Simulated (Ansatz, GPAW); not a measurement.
Given: the input of a run of GPAW 26.7.0 (ASE script) on GaAs. 

Contents of run.py:

```python
from ase.dft.bandgap import bandgap
from ase.io import read, write
from ase.units import GPa
from gpaw import GPAW, PW

atoms = read('POSCAR')

calc = GPAW(mode=PW(600),
            xc='PBE',
            kpts={'size': (8, 8, 8), 'gamma': True},
            occupations={'name': 'methfessel-paxton', 'order': 0, 'width': 0.012},
            nbands=11,
            convergence={'density': 1e-05, 'energy': 1e-05},
            maxiter=150,
            txt='gpaw.txt')
atoms.calc = calc
energy = atoms.get_potential_energy()
forces = atoms.get_forces()
stress = atoms.get_stress()
calc.write('gs.gpw')
write('result.traj', atoms)
print(f'Energy: {energy:.6f} eV')
print('Forces (eV/A):')
print(forces.round(4))
print('Stress (GPa):', (stress / GPa).round(3))
print('Fermi level:', round(calc.get_fermi_level(), 4), 'eV')
print(f'Gap: {bandgap(calc)[0]:.4f} eV, direct: {bandgap(calc, direct=True)[0]:.4f} eV')
```

POSCAR

```
GaAs
1.0
    0.0000000000      2.8268500000      2.8268500000
    2.8268500000      0.0000000000      2.8268500000
    2.8268500000      2.8268500000      0.0000000000
As Ga
1 1
Direct
    0.7500000000      0.7500000000      0.7500000000
    0.0000000000      0.0000000000      0.0000000000
```

Potentials or basis: GPAW PAW data sets (gpaw-data 1.2.1), pw.

Command:

```console
$ OMP_NUM_THREADS=1 python run.py
```

Problem. Translate it to Ansatz 0.2.0. Potentials or basis there: all-electron LAPW, scalar-relativistic.

Solution. As run (cutoffs and basis follow the program's own potentials, and thresholds, step limits or extra output files can differ):

The input input.yaml:

```yaml
crystal:
  lattice:
    - [0.0, 2.82685, 2.82685]
    - [2.82685, 0.0, 2.82685]
    - [2.82685, 2.82685, 0.0]
  atoms:
    - { symbol: As, position: [0.75, 0.75, 0.75] }
    - { symbol: Ga, position: [0.0, 0.0, 0.0] }
kpoints:
  mp_grid: { grid: [8, 8, 8] }
scf:
  occupations: { method: gaussian, width: 0.012 }
hamiltonian:
  xc: pbe
  pseudopotentials: { kind: all_electron, lapw: { basis_error: 0.001 } }
output:
  forces: true
  stress: true
  eigenvalues: true
```

Potentials or basis: all-electron LAPW, scalar-relativistic.

Launch:

```bash
$ ansatz run input.yaml --threads 1 --pin off --max-ram 3072MiB --backend cpu --events-out ev --progress --plain --runs-dir out
```

Both were run:

|  | GPAW | Ansatz |
| --- | --- | --- |
| Pressure | 4.3 GPa | 3.3 GPa |

Where Ansatz's input types no cutoff or centring, it takes its own default and a Γ-centred mesh.

Pressure is positive in compression.
